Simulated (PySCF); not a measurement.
Compound: C₇H₁₀.
Atom-mapped SMILES: `[CH:1]1=[CH:2][C@H:3]2[CH2:4][CH2:5][C@@H:6]1[CH2:7]2` (hydrogens: H8 on C1; H9 on C2; H10 on C3; H11, H12 on C4; H13, H14 on C5; H15 on C6; H16, H17 on C7)

Computed, not measured: PBE0-D3(BJ)/def2-SVP geometry optimisation, gas phase in PySCF 2.14.0.

Question: Give the optimised bond lengths and angles.

Answer: 
```json
{"bond": "C1=C2", "length (Å)": "1.341", "order": "double"}
{"bond": "C3–C4, C5–C6", "length (Å)": "1.557", "order": "single"}
{"bond": "C4–C5", "length (Å)": "1.549", "order": "single"}
{"bond": "C1–C6, C2–C3", "length (Å)": "1.514", "order": "single"}
{"bond": "C3–C7, C6–C7", "length (Å)": "1.536", "order": "single"}
{"bond": "C1–H8, C2–H9", "length (Å)": "1.092", "order": "single"}
{"bond": "C3–H10, C6–H15", "length (Å)": "1.098", "order": "single"}
{"bond": "C4–H11, C5–H14", "length (Å)": "1.100", "order": "single"}
{"bond": "C4–H12, C5–H13", "length (Å)": "1.101", "order": "single"}
{"bond": "C7–H16", "length (Å)": "1.100", "order": "single"}
{"bond": "C7–H17", "length (Å)": "1.102", "order": "single"}
```

Bonds in one row agree within 0.01 Å and their mean is given. Orders are formal, as drawn. A selection of angles:
```json
{"angle": "C2–C1–C6", "degrees": "107.3"}
{"angle": "C2–C1–H8", "degrees": "127.2"}
{"angle": "C6–C1–H8", "degrees": "125.1"}
{"angle": "C2–C3–C4", "degrees": "106.0"}
{"angle": "C2–C3–C7", "degrees": "100.3"}
{"angle": "C2–C3–H10", "degrees": "116.2"}
{"angle": "C4–C3–C7", "degrees": "100.5"}
{"angle": "C4–C3–H10", "degrees": "114.3"}
{"angle": "C7–C3–H10", "degrees": "117.3"}
{"angle": "C3–C4–C5", "degrees": "102.9"}
{"angle": "C3–C4–H11", "degrees": "111.8"}
{"angle": "C3–C4–H12", "degrees": "110.3"}
{"angle": "C5–C4–H11", "degrees": "113.1"}
{"angle": "C5–C4–H12", "degrees": "111.4"}
{"angle": "H11–C4–H12", "degrees": "107.4"}
{"angle": "C6–C7–H16", "degrees": "112.8"}
{"angle": "C6–C7–H17", "degrees": "113.5"}
{"angle": "C3–C7–C6", "degrees": "93.7"}
{"angle": "H16–C7–H17", "degrees": "109.8"}
```

Dihedral angles: C6–C1–C2–C3 0° (synperiplanar); C1–C2–C3–C4 -71° (synclinal); C2–C3–C4–C5 67° (synclinal); C3–C4–C5–C6 0° (synperiplanar); C4–C5–C6–C7 37° (synclinal); C5–C6–C7–C3 -58° (synclinal); C2–C1–C6–C5 71° (synclinal); C2–C3–C7–C6 -50° (synclinal).

The 5-membered ring C1–C2–C3–C7–C6 has internal angles of 93.7° to 107.3°; it is puckered, 0.25 Å rms from its mean plane, widest ring torsion 50°. The 5-membered ring C3–C4–C5–C6–C7 has internal angles of 93.7° to 102.9° (sum 500°, against 540° for a flat polygon); it is puckered, 0.28 Å rms from its mean plane, widest ring torsion 58°. The C–C distances run from 1.341 Å (C1=C2, drawn double) to 1.557 Å (C5–C6, drawn single), a spread of 0.216 Å.

Point group: Cs (every atom within 0.08 Å of its image). Not checked by PBE0-D3(BJ)/def2-SVP frequencies.
